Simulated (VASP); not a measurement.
# CaO (Fm-3m) in VASP: settings compared

The runs below take CaO through single point, with PBEsol, HSE(alpha, omega).

Everything below comes from runs of VASP 6.6.1. Logs are shortened: lines on timing, memory, paths and dates and some standing lists are left out, and cuts for length are marked.

## Step 1: The crystal as given

Symmetry: Fm-3m, No. 225, cubic system. Conventional cell: a = 4.807 Å, b = 4.807 Å, c = 4.807 Å, α = 90.00°, β = 90.00°, γ = 90.00°. Ca (site symmetry m-3m) has 6 O at 2.40 Å as nearest neighbours. O (site symmetry m-3m) is surrounded by 6 Ca at 2.40 Å.

The cell is a database's computed one.

## Step 2: Single point, PBEsol

Input file INCAR:

```
PREC = Accurate ; ENCUT = 500
EDIFF = 1E-6 ; ISMEAR = 0
SIGMA = 0.05 ; LREAL = F
LASPH = T ; NELM = 100
ALGO = Fast ; ISIF = 2
LWAVE = F ; LCHARG = F
GGA = PS ; NBANDS = 14
```

Input file KPOINTS:

```
regular mesh
0
Gamma
  10 10 10
```

Input file POSCAR:

```
CaO
1.0
    0.0000000000      2.4035556960      2.4035556960
    2.4035556960      0.0000000000      2.4035556960
    2.4035556960      2.4035556960      0.0000000000
Ca O
1 1
Cartesian
    0.0000000000      0.0000000000      0.0000000000
    2.4035556960      2.4035556960      2.4035556960
```

Potentials or basis: VASP PAW PBE potentials, release 64 (Ca_pv, O).

Run with:

```
> cat potpaw_PBE.64/Ca_pv/POTCAR potpaw_PBE.64/O/POTCAR > POTCAR
> mpirun -np 1 vasp_std > vasp.out
```

OUTCAR:

```text
PREC = Accurate
   ENCUT = 500
   EDIFF = 1E-6
   ISMEAR = 0
   LREAL = F
   LASPH = T
   NELM = 100
   ISIF = 2
   GGA = PS

 ion  position               nearest neighbor table
   1  0.000  0.000  0.000-   2 2.40   2 2.40   2 2.40   2 2.40   2 2.40   2 2.40
   2  0.500  0.500  0.500-   1 2.40   1 2.40   1 2.40   1 2.40   1 2.40   1 2.40

  LATTYP: Found a face centered cubic cell.
 ALAT       =     4.8071113920

  Lattice vectors:

 A1 = (   0.0000000000,   2.4035556960,   2.4035556960)
 A2 = (   2.4035556960,   0.0000000000,   2.4035556960)
 A3 = (   2.4035556960,   2.4035556960,   0.0000000000)

Analysis of symmetry for initial positions (statically):
=====================================================================
 Subroutine PRICEL returns:
 Original cell was already a primitive cell.

 Routine SETGRP: Setting up the symmetry group for a
 face centered cubic supercell.

 Subroutine GETGRP returns: Found 48 space group operations
 (whereof 48 operations were pure point group operations)
 out of a pool of 48 trial point group operations.

The static configuration has the point symmetry O_h .

Analysis of symmetry for dynamics (positions and initial velocities):
=====================================================================
 Subroutine PRICEL returns:
 Original cell was already a primitive cell.

 Routine SETGRP: Setting up the symmetry group for a
 face centered cubic supercell.

 Subroutine GETGRP returns: Found 48 space group operations
 (whereof 48 operations were pure point group operations)
 out of a pool of 48 trial point group operations.

The dynamic configuration has the point symmetry O_h .

 Subroutine INISYM returns: Found 48 space group operations
 (whereof 48 operations are pure point group operations),
 and found     1 'primitive' translations

----------------------------------------------------------------------------------------

                                     Primitive cell

  volume of cell :      27.7711

  direct lattice vectors                    reciprocal lattice vectors
     0.000000000  2.403555696  2.403555696    -0.208025136  0.208025136  0.208025136
     2.403555696  0.000000000  2.403555696     0.208025136 -0.208025136  0.208025136
     2.403555696  2.403555696  0.000000000     0.208025136  0.208025136 -0.208025136

  length of vectors
     3.399141063  3.399141063  3.399141063     0.360310104  0.360310104  0.360310104

  position of ions in fractional coordinates (direct lattice)
     0.000000000  0.000000000  0.000000000
     0.500000000  0.500000000  0.500000000

  ion indices of the primitive-cell ions
   primitive index   ion index
                 1           1
                 2           2

----------------------------------------------------------------------------------------

 KPOINTS: regular mesh

Automatic generation of k-mesh.
 Grid dimensions read from file:
 generate k-points for:   10   10   10

 Generating k-lattice:

  Cartesian coordinates                     Fractional coordinates (reciprocal lattice)
    -0.020802514  0.020802514  0.020802514     0.100000000  0.000000000  0.000000000
     0.020802514 -0.020802514  0.020802514     0.000000000  0.100000000  0.000000000
     0.020802514  0.020802514 -0.020802514     0.000000000  0.000000000  0.100000000

  Length of vectors
     0.036031010  0.036031010  0.036031010

  Shift w.r.t. Gamma in fractional coordinates (k-lattice)
     0.000000000  0.000000000  0.000000000

 Subroutine IBZKPT returns following result:
 ===========================================

 Found     47 irreducible k-points:

 Following reciprocal coordinates:
            Coordinates               Weight
  0.000000  0.000000  0.000000      1.000000
  0.100000  0.000000  0.000000      8.000000
  0.200000  0.000000  0.000000      8.000000
  0.300000  0.000000  0.000000      8.000000
  0.400000  0.000000  0.000000      8.000000
  0.500000  0.000000  0.000000      4.000000
[... 39 lines left out ...]
 -0.300000  0.400000  0.200000     24.000000
 -0.300000  0.500000  0.200000     12.000000
   k-points           NKPTS =     47   k-points in BZ     NKDIM =     47   number of bands    NBANDS=     14
   number of dos      NEDOS =    301   number of ions     NIONS =      2
   total plane-waves  NPLWV =  21952
   dimension x,y,z NGX =    28 NGY =   28 NGZ =   28
   dimension x,y,z NGXF=    56 NGYF=   56 NGZF=   56
   ions per type =               1   1
   NGX,Y,Z   is equivalent  to a cutoff of  13.69, 13.69, 13.69 a.u.
   NGXF,Y,Z  is equivalent  to a cutoff of  27.39, 27.39, 27.39 a.u.
 SYSTEM =  unknown system
   PREC   = accura    normal or accurate (medium, high low for compatibility)
   ISTART =      0    job   : 0-new  1-cont  2-samecut
   ICHARG =      2    charge: 1-file 2-atom 10-const
   ISPIN  =      1    spin polarized calculation?
   LNONCOLLINEAR =      F non collinear calculations
   LSORBIT =      F    spin-orbit coupling
   LASPH  =      T    aspherical Exc in radial PAW
   ENCUT  =  500.0 eV  36.75 Ry    6.06 a.u.   6.20  6.20  6.20*2*pi/ulx,y,z
   NELM   =    100;   NELMIN=  2; NELMDL= -5     # of ELM steps
   EDIFF  = 0.1E-05   stopping-criterion for ELM
   LREAL  =      F    real-space projection
   EDIFFG = 0.1E-04   stopping-criterion for IOM
   NSW    =      0    number of steps for IOM
   IBRION =     -1    ionic relax: 0-MD 1-quasi-New 2-CG
   NFREE  =      0    steps in history (QN), initial steepest desc. (CG)
   ISIF   =      2    stress and relaxation
   ISYM   =      2    0-nonsym 1-usesym 2-fastsym
   POTIM  = 0.5000    time-step for ionic-motion
   TEBEG  =    0.0;   TEEND  =   0.0 temperature during run
   PSTRESS=    0.0 pullay stress
   NELECT =      14.0000    total number of electrons
   NUPDOWN=      -1.0000    fix difference up-down
   EMIN   =  10.00;   EMAX   =-10.00  energy-range for DOS
   EFERMI =   0.00;   METHOD = LEGACY
   ISMEAR =     0;   SIGMA  =   0.05  broadening in eV -4-tet -1-fermi 0-gaus
   EFERMI_NEDOS =   21; number of points for ismear=-14 and -15
   IALGO  =     68    algorithm
   IMIX   =      4    mixing-type and parameters
     AMIX     =   0.40;   BMIX     =  1.00
     AMIX_MAG =   1.60;   BMIX_MAG =  1.00
  volume/ion in A,a.u.               =      13.89        93.70
  Fermi-wavevector in a.u.,A,eV,Ry     =   1.302927  2.462174 23.097495  1.697618
  Thomas-Fermi vector in A             =   2.433963
   LORBIT       =      0    0 simple, 1 ext, 2 COOP (PROOUT), +10 PAW based schemes
   GGA     = PS    functional components
   LHFCALC =     F    Hartree Fock is set to
   AEXX    =    0.0000 exact exchange contribution
   IVDW    =     0    specifies the selected vdW correction
   LEPSILON=     F    determine dielectric tensor
   LRPA    =     F    only Hartree local field effects (RPA)
 non-spin polarized calculation
 RMM-DIIS sequential band-by-band and
 Gauss-broadening in eV      SIGMA  =   0.05
  energy-cutoff  :      500.00
  volume of cell :       27.77
 maximum number of plane-waves:       725
 NGX is ok and might be reduce to    28
   NGX = 13   NGY = 13   NGZ = 13

 number of electron      13.9999997 magnetization

 Free energy of the ion-electron system (eV)
  ---------------------------------------------------
  ext. energy  EPLUGINS =         0.00000000
  ---------------------------------------------------
  free energy    TOTEN  =       -13.43398611 eV

  energy without entropy =      -13.43398611  energy(sigma->0) =      -13.43398611

 E-fermi :   2.8407     XC(G=0): -10.6474

 val. band max:        2.5412476002   @ k =   0.0000   0.0000   0.0000
 cond. band min:       6.0834088423   @ k =   0.5000   0.5000   0.0000
 fundamental gap:      3.5421612421
 Fermi energy:         2.8406723143

 k-point     1 :       0.0000    0.0000    0.0000
  band No.  band energies     occupation
      1     -15.6386      2.00000
      2     -15.6386      2.00000
      3     -15.6386      2.00000
      4     -12.9419      2.00000
      5       2.5412      2.00000
      6       2.5412      2.00000
      7       2.5412      2.00000
      8       7.0885      0.00000
      9       8.7537      0.00000
     10       8.7537      0.00000
     11       8.7537      0.00000
     12      10.2982      0.00000
     13      10.2982      0.00000
     14      15.6447      0.00000

 k-point     2 :       0.1000    0.0000    0.0000
  band No.  band energies     occupation
      1     -15.7917      2.00000
      2     -15.6440      2.00000
      3     -15.6440      2.00000
      4     -12.7797      2.00000
      5       2.1676      2.00000
      6       2.4003      2.00000
      7       2.4003      2.00000
      8       7.5550      0.00000
      9       8.7123      0.00000
     10       8.9285      0.00000
     11       8.9285      0.00000
     12      10.5420      0.00000
     13      10.5420      0.00000
     14      15.6445      0.00000

 k-point     3 :       0.2000    0.0000    0.0000
  band No.  band energies     occupation
      1     -16.1318      2.00000
      2     -15.6580      2.00000
      3     -15.6580      2.00000
      4     -12.4155      2.00000
      5       1.3765      2.00000
      6       2.0626      2.00000
      7       2.0626      2.00000
      8       8.5321      0.00000
      9       8.7997      0.00000
     10       9.4120      0.00000
     11       9.4120      0.00000
     12      11.1741      0.00000
     13      11.1741      0.00000
     14      15.6446      0.00000
[... 596 lines left out ...]
 k-point    39 :      -0.3000    0.3000    0.1000
  band No.  band energies     occupation
      1     -16.4744      2.00000
      2     -15.9712      2.00000
      3     -15.7736      2.00000
      4     -12.0253      2.00000
      5       0.5879      2.00000
      6       1.4405      2.00000
      7       1.5059      2.00000
      8       9.0516      0.00000
      9       9.3157      0.00000
     10      11.2292      0.00000
     11      11.3255      0.00000
     12      12.8218      0.00000
     13      14.8038      0.00000
     14      15.6477      0.00000

 k-point    40 :      -0.2000    0.3000    0.1000
  band No.  band energies     occupation
      1     -16.4691      2.00000
      2     -15.9125      2.00000
      3     -15.7283      2.00000
      4     -12.0233      2.00000
      5       0.5178      2.00000
      6       1.4715      2.00000
      7       1.7073      2.00000
      8       8.4607      0.00000
      9       9.8585      0.00000
     10      10.8604      0.00000
     11      10.9842      0.00000
     12      12.6192      0.00000
     13      13.6407      0.00000
     14      15.6448      0.00000

 [... further k-points ...]

------------------------ aborting loop because EDIFF is reached ----------------------------------------

  FORCE on cell =-STRESS in cart. coord.  units (eV):
  Direction    XX          YY          ZZ          XY          YZ          ZX
  --------------------------------------------------------------------------------------
  -------------------------------------------------------------------------------------
  Total       -0.4956463     -0.4956463     -0.4956463      0.0000000      0.0000000      0.0000000
  in kB      -28.5949871    -28.5949871    -28.5949871      0.0000000      0.0000000      0.0000000
  external PRESSURE =     -28.5949871 kB  Pullay stress =       0.0000000 kB

 VOLUME and BASIS-vectors are now :
 -----------------------------------------------------------------------------
  energy-cutoff  :      500.00
  volume of cell :       27.77
      direct lattice vectors                 reciprocal lattice vectors
     0.000000000  2.403555696  2.403555696    -0.208025136  0.208025136  0.208025136
     2.403555696  0.000000000  2.403555696     0.208025136 -0.208025136  0.208025136
     2.403555696  2.403555696  0.000000000     0.208025136  0.208025136 -0.208025136

 POSITION                                       TOTAL-FORCE (eV/Angst)
 -----------------------------------------------------------------------------------
      0.00000      0.00000      0.00000         0.000000     -0.000000     -0.000000
      2.40356      2.40356      2.40356         0.000000      0.000000      0.000000
 -----------------------------------------------------------------------------------
    total drift:                                0.000000      0.000000      0.000000

  FREE ENERGIE OF THE ION-ELECTRON SYSTEM (eV)
  ---------------------------------------------------
  free  energy   TOTEN  =       -13.4339861074 eV

  energy  without entropy=      -13.4339861074  energy(sigma->0) =      -13.43398611
```

Wall time 23 s (1 thread of Intel Xeon Platinum 8488C (Sapphire Rapids), shared host); peak memory 0.16 GiB.

Results:

```
Free energy            : -13.4340 eV
Pressure               : -2.9 GPa
Band gap on the k mesh : 3.54 eV, indirect (least direct gap 3.93 eV)
```

Levels at points of the mesh, in eV from the valence-band top:
```
           k point  band 5  band 6  band 7  band 8  band 9  band 10
(0.00, 0.00, 0.00)    0.00    0.00    0.00    4.55    6.21     6.21
(0.50, 0.00, 0.00)   -2.70   -1.22   -1.22    7.03    8.31     8.40
(0.50, 0.50, 0.00)   -1.35   -0.39   -0.39    3.54    8.06     8.96
```

Caveat: the PAW data sets were made with another functional, which shifts forces and pressure a little. As with any semilocal functional, this PBEsol gap is likely too small.

## Step 3: Single point, PBEsol

Input file run.py:

```python
from ase.calculators.vasp import Vasp
from ase.dft.bandgap import bandgap
from ase.spacegroup import crystal

atoms = crystal(
    ['Ca', 'O'],
    basis=[[0.0, 0.0, 0.0], [0.5, 0.0, 0.0]],
    spacegroup=225,
    setting=1,
    cellpar=[4.80711139, 4.80711139, 4.80711139, 90.0, 90.0, 90.0],
    primitive_cell=True,
)
calc = Vasp(
    directory='calc',
    xc='pbesol',
    pp='PBE',
    setups='minimal',
    prec='Accurate',
    encut=500,
    ediff=1e-07,
    ismear=0,
    sigma=0.05,
    lreal=False,
    lasph=True,
    nelm=100,
    algo='Fast',
    isif=2,
    lwave=False,
    lcharg=True,
    lelf=True,
    lvhar=True,
    kpts=[10, 10, 10],
    gamma=True,
)
atoms.calc = calc

print('energy (eV):', atoms.get_potential_energy())
print('free energy (eV):', atoms.get_potential_energy(force_consistent=True))
print('forces (eV/A):')
print(atoms.get_forces())
print('stress (eV/A^3, Voigt):', atoms.get_stress())
print('Fermi level (eV):', calc.get_fermi_level())
gap, top, bottom = bandgap(calc)
print('band gap (eV):', gap, 'from (spin, k, band)', top, 'to', bottom)
```

Potentials or basis: VASP PAW PBE potentials, release 64 (Ca_pv, O).

Run with:

```
> python run.py
```

It took 34 s on 1 thread of Intel Xeon Platinum 8488C (Sapphire Rapids), shared host; peak memory 0.16 GiB.

The run converged. Its results:

* Free energy: -13.4340 eV
* Pressure: -2.9 GPa
* Band gap on the k mesh: 3.54 eV, indirect (least direct gap 3.93 eV)

Levels at points of the mesh, in eV from the valence-band top:
| k point | band 4 | band 5 | band 6 | band 7 | band 8 | band 9 | band 10 | band 11 |
| --- | --- | --- | --- | --- | --- | --- | --- | --- |
| (0.00, 0.00, 0.00) | -15.48 | 0.00 | 0.00 | 0.00 | 4.55 | 6.21 | 6.21 | 6.21 |
| (0.50, 0.00, 0.00) | -14.21 | -2.70 | -1.22 | -1.22 | 7.03 | 8.31 | 8.40 | 8.40 |
| (0.50, 0.50, 0.00) | -15.20 | -1.35 | -0.39 | -0.39 | 3.54 | 8.06 | 8.96 | 9.65 |

Caveat: the PAW data sets were made with another functional, which shifts forces and pressure a little.

## Step 4: Single point, HSE(alpha, omega)

POSCAR: that of step 2 with these lines changed.

```diff
@@ -7,4 +7,4 @@
 1 1
-Cartesian
+Direct
     0.0000000000      0.0000000000      0.0000000000
-    2.4035556960      2.4035556960      2.4035556960
+    0.5000000000      0.5000000000      0.5000000000
```

Input file INCAR.step1:

```
SYSTEM = CaO
PREC = Accurate
ENCUT = 520
EDIFF = 1E-5
ISMEAR = -1
SIGMA = 0.05
LREAL = .False.
LASPH = .True.
NELM = 80
ALGO = Normal
ISIF = 2
LWAVE = .True.
LCHARG = .False.
GGA = PE
```

Input file INCAR.step2:

```
SYSTEM = CaO
PREC = Accurate
ENCUT = 520
EDIFF = 1E-7
ISMEAR = -1
SIGMA = 0.05
LREAL = .False.
LASPH = .True.
NELM = 80
ALGO = Normal
ISIF = 2
LWAVE = .False.
LCHARG = .False.
GGA = PE
LHFCALC = .True.
HFSCREEN = 0.2
AEXX = 0.05
PRECFOCK = Fast
ISTART = 1
```

Input file KPOINTS:

```
Automatic mesh
0
Gamma
  5 5 5
  0 0 0
```

Potentials or basis: VASP PAW PBE potentials, release 64 (Ca_sv, O).

Run with:

```
> cat potpaw_PBE.64/Ca_sv/POTCAR potpaw_PBE.64/O/POTCAR > POTCAR
> cp INCAR.step1 INCAR
> mpirun -np 1 vasp_std > vasp.out
> cp INCAR.step2 INCAR
> mpirun -np 1 vasp_std > vasp.out
```

Wall time 2 min (1 thread of Intel Xeon 6975P-C (Granite Rapids), shared host); peak memory 0.26 GiB.

The run converged. Its results:

```yaml
Free_energy: -13.2095 eV
Pressure: 1.8 GPa
Band_gap_on_the_k_mesh: 4.15 eV, indirect (least direct gap 4.53 eV)
```

Levels at points of the mesh, in eV from the valence-band top:
| k point | band 5 | band 6 | band 7 | band 8 | band 9 | band 10 | band 11 | band 12 |
| --- | --- | --- | --- | --- | --- | --- | --- | --- |
| (0.00, 0.00, 0.00) | -15.84 | 0.00 | 0.00 | 0.00 | 5.00 | 6.61 | 6.61 | 6.61 |

Caveat: the k mesh is coarse (spacing up to 0.45 Å⁻¹), so the values aren't converged, least of all with exact exchange; the PAW data sets were made with another functional, which shifts forces and pressure a little; an odd mesh through Γ misses points on the zone boundary, where band edges often lie.

## Step 5: The reference run

An earlier run on the cell as given: functional PBE; potentials or basis VASP PAW PBE potentials, release 64 (Ca_sv, O); cutoff 520 eV; k mesh 10 × 10 × 10; occupations fermi-dirac, width 0.05 eV; no spin polarisation.

- Pressure: 2.2 GPa
- Band gap on the k mesh: 3.64 eV, indirect (least direct gap 4.01 eV)

## Step 6: Summary

| level | potentials or basis | k mesh | cutoff (eV) | smearing | share of exact exchange | grid for exact exchange (PRECFOCK) | mesh quality | gap on the mesh (eV) | pressure (GPa) |
| --- | --- | --- | --- | --- | --- | --- | --- | --- | --- |
| PBEsol | VASP PAW PBE potentials, release 64 (Ca_pv, O) | 10 × 10 × 10 | 500 | gaussian 0.05 eV | - | - | not flagged | 3.54 | -2.9 |
| HSE(alpha, omega) | VASP PAW PBE potentials, release 64 (Ca_sv, O) | 5 × 5 × 5 | 520 | fermi-dirac 0.05 eV | 0.05 | Fast | coarse | 4.15 | 1.8 |
| PBE | VASP PAW PBE potentials, release 64 (Ca_sv, O) | 10 × 10 × 10 | 520 | fermi-dirac 0.05 eV | - | - | not flagged | 3.64 | 2.2 |

Alike in all rows: task single point; no spin polarisation; cell as given.

Caveats: some runs use coarse meshes; the PAW data sets were made with another functional, which shifts forces and pressure a little (some runs); an odd mesh through Γ misses points on the zone boundary, where band edges often lie (some runs).

Absolute energies hang on the potentials; compare differences alone.
